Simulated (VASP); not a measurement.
Crystal: GaAs.

```xyz
2
Lattice="0.0000 2.8268 2.8268 2.8268 0.0000 2.8268 2.8268 2.8268 0.0000" Properties=species:S:1:pos:R:3 pbc="T T T"
As    4.2403    4.2403    4.2403
Ga    0.0000    0.0000    0.0000
```

Base run:

| Item | Value |
| --- | --- |
| Program | VASP 6.6.1 |
| Functional | PW91 |
| Potentials or basis | VASP PAW PBE potentials, release 64 (As, Ga_d) |
| Cutoff | 520 eV |
| k mesh | 8 × 8 × 8 |
| Occupations | fermi-dirac, width 0.05 eV |
| Spin | no spin polarisation |

Its results: band gap on the k mesh 0.51 eV, direct.

Task: After a change of settings the same cell gave: band gap on the k mesh 0.65 eV, direct. Which change was it?
A. functional from PW91 to PBEsol; further incar settings from ALGO = Normal; EDIFF = 1e-07 to ALGO = Normal; EDIFF = 1e-08; IBRION = 8
B. functional from PW91 to RPBE; further incar settings from ALGO = Normal; EDIFF = 1e-07 to ALGO = Fast; EDIFF = 1e-07; NBANDS = 16
C. functional from PW91 to PBEsol; further incar settings from ALGO = Normal; EDIFF = 1e-07 to ALGO = Fast; EDIFF = 1e-06
D. functional from PW91 to BLYP; further incar settings from ALGO = Normal; EDIFF = 1e-07 to ALGO = Normal; EDIFF = 1e-06

Result: B.

Runs at the PBE level aren't shown here.
